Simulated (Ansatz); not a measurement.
# BaS (rocksalt): zero-pressure volume and bulk modulus with PBE + D3(BJ)

An exercise on one series of results from a longer session: the logs are not shown, and one member is left open.

Program: Ansatz 0.2.0. Level of theory: DFT PBE + D3(BJ), scalar-relativistic, plane waves, PAW. These are calculated values, not measurements.

## The system as given

It takes space group Fm-3m (No. 225, cubic). Conventional cell: a = 6.388 Å, b = 6.388 Å, c = 6.388 Å, α = 90.00°, β = 90.00°, γ = 90.00°. Around Ba (site symmetry m-3m) lie 6 S at 3.19 Å. S (site symmetry m-3m) has 6 Ba at 3.19 Å in its first shell of neighbours.

Coordinates:

```cif
data_structure
_symmetry_space_group_name_H-M 'Fm-3m'
_symmetry_Int_Tables_number 225
_cell_length_a 6.3875
_cell_length_b 6.3875
_cell_length_c 6.3875
_cell_angle_alpha 90.000
_cell_angle_beta 90.000
_cell_angle_gamma 90.000
_cell_volume 260.61
loop_
_atom_site_label
_atom_site_type_symbol
_atom_site_symmetry_multiplicity
_atom_site_Wyckoff_symbol
_atom_site_fract_x
_atom_site_fract_y
_atom_site_fract_z
_atom_site_occupancy
Ba1 Ba 4 b 0.50000 0.00000 0.00000 1
S1 S 4 a 0.00000 0.00000 0.00000 1
```

An earlier run on this cell at PBE gave 0.84 GPa at 32.576 Å³/atom (6×6×6 mesh), gap on the mesh 2.21 eV.

Set-up of the first run:

File input.yaml:

```yaml
crystal:
  lattice:
    - [0.0, 3.193750825, 3.193750825]
    - [3.193750825, 0.0, 3.193750825]
    - [3.193750825, 3.193750825, 0.0]
  atoms:
    - { symbol: Ba, position: [0.5, 0.5, 0.5] }
    - { symbol: S, position: [0.0, 0.0, 0.0] }
basis:
  ecutwfc: 420
  ecutrho_ratio: 4
kpoints:
  mp_grid: { grid: [6, 6, 6] }
hamiltonian:
  xc: pbe
  dispersion: d3bj
scf:
  occupations: { method: gaussian, width: 0.05 }
output:
  forces: true
  stress: true
  eigenvalues: true
```

Started as:

```console
> ansatz run input.yaml --threads 4 --pin off --max-ram 8192MiB --backend cpu --events-out ev --progress --plain --runs-dir out
```

Steps of the session up to this table: At the given cell; Stepping to 32.446 Å³/atom; Stepping to 32.148 Å³/atom; Volume × 0.98 of the new zero; Volume × 1.02 of the new zero; Volume × 0.96 of the new zero; Volume × 1.04 of the new zero.

One of the session's tables, all rows but one given; the rest of the session is left out.

It belongs to the step «Energy and pressure against volume». 

```
volume (Å³/atom)  energy (meV/atom)  pressure (GPa)
          30.862               7.75            2.01
          31.505                  ?               ?
          32.148               0.00            0.00
          32.791               1.74           -0.85
          33.434               6.70           -1.61
```

**Question.** Estimate the row for volume (Å³/atom) = 31.505.

Worked estimate for «energy (meV/atom)». A straight line through the neighbours (30.862, 7.75) and (32.148, 0.00) gives 7.75 + (0.00 − 7.75) × (31.505 − 30.862) / (32.148 − 30.862) = 3.88; a parabola fitted to 3 rows on both sides gives 2.00.

The run gave: energy (meV/atom): 1.87; pressure (GPa): 0.95. In «energy (meV/atom)» the line misses by +2.01 and the parabola by +0.13.
